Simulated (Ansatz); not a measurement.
# SiC: a trigonal deformation path

One table from this session's results is given with a row withheld; the runs are named, their logs left out.

The COD entry's cell or inner coordinates are ideal or old and differ from later refinements, so a difference from it is no clean test against experiment.

Program: Ansatz 0.2.0. Level of theory: DFT LDA, scalar-relativistic, plane waves, PAW. These are calculated values, not measurements.

**The structure to begin with**

It takes space group F-43m (No. 216, cubic). The conventional cell has a = 4.348 Å, b = 4.348 Å, c = 4.348 Å, α = 90.00°, β = 90.00°, γ = 90.00°. Around Si (site symmetry -43m) lie 4 C at 1.88 Å. C (site symmetry -43m) is surrounded by 4 Si at 1.88 Å.

Structure file:

```xyz
2
Lattice="0.0000 2.1740 2.1740 2.1740 0.0000 2.1740 2.1740 2.1740 0.0000" Properties=species:S:1:pos:R:3 pbc="T T T"
Si    0.0000    0.0000    0.0000
C     3.2610    3.2610    3.2610
```

The cell is taken as given, not relaxed at this level.

Set-up of the first run:

At fixed volume and fractional coordinates, lengths along (0.577, 0.577, 0.577) are scaled against those across it; ρ is that ratio over its starting value.

Contents of input.yaml:

```yaml
crystal:
  lattice:
    - [-0.9130227875, 1.826045575, 1.826045575]
    - [1.826045575, -0.9130227875, 1.826045575]
    - [1.826045575, 1.826045575, -0.9130227875]
  atoms:
    - { symbol: Si, position: [0.0, 0.0, 0.0] }
    - { symbol: C, position: [0.75, 0.75, 0.75] }
basis:
  ecutwfc: 420
kpoints:
  mp_grid: { grid: [12, 12, 12] }
hamiltonian:
  xc: lda
scf:
  occupations: { method: gaussian, width: 0.05 }
output:
  forces: true
  stress: true
  eigenvalues: true
```

The run is started by

```
$ ansatz run input.yaml --threads 1 --pin off --max-ram 1228MiB --backend cpu --events-out ev --progress --plain --runs-dir out
```

Steps of the session up to this table: At ρ = 0.500; ρ = 2.000; At ρ = 0.710; Point ρ = 1.410; At ρ = 0.600; At ρ = 0.850; ρ = 1.200; ρ = 1.700; Point ρ = 0.930; At ρ = 1.080.

One table of the session follows, with a row left open; its other results are not shown here.

The scan, with free energies counted from the undisturbed cell:

```
    ρ  ΔE (meV/atom)  pressure (GPa)  gap on the mesh (eV)
0.500         7890.7           183.7                  0.00
0.600         3943.9            97.3                  0.00
0.710         1643.1            40.7                  0.11
0.850          335.8             6.1                  0.64
0.930           63.7            -1.2                  1.01
1.000            0.0            -2.9                  1.31
1.080           66.4            -1.2                  1.05
1.200              ?               ?                     ?
1.410         1132.9            26.0                  0.00
1.700         2107.9            50.0                  0.00
2.000         2856.9            66.1                  0.00
```

Q: Estimate the row for ρ = 1.200 from the others.

Worked estimate for «ΔE (meV/atom)». A straight line through the neighbours (1.080, 66.4) and (1.410, 1132.9) gives 66.4 + (1132.9 − 66.4) × (1.200 − 1.080) / (1.410 − 1.080) = 454.2; a parabola fitted to 4 rows on both sides gives 467.1.

The run gave: ΔE (meV/atom): 354.2; pressure (GPa): 6.2; gap on the mesh (eV): 0.41. In «ΔE (meV/atom)» the line misses by +100.0 and the parabola by +112.9.

Where the gap reads zero, the mesh chosen for the insulator is on the coarse side.
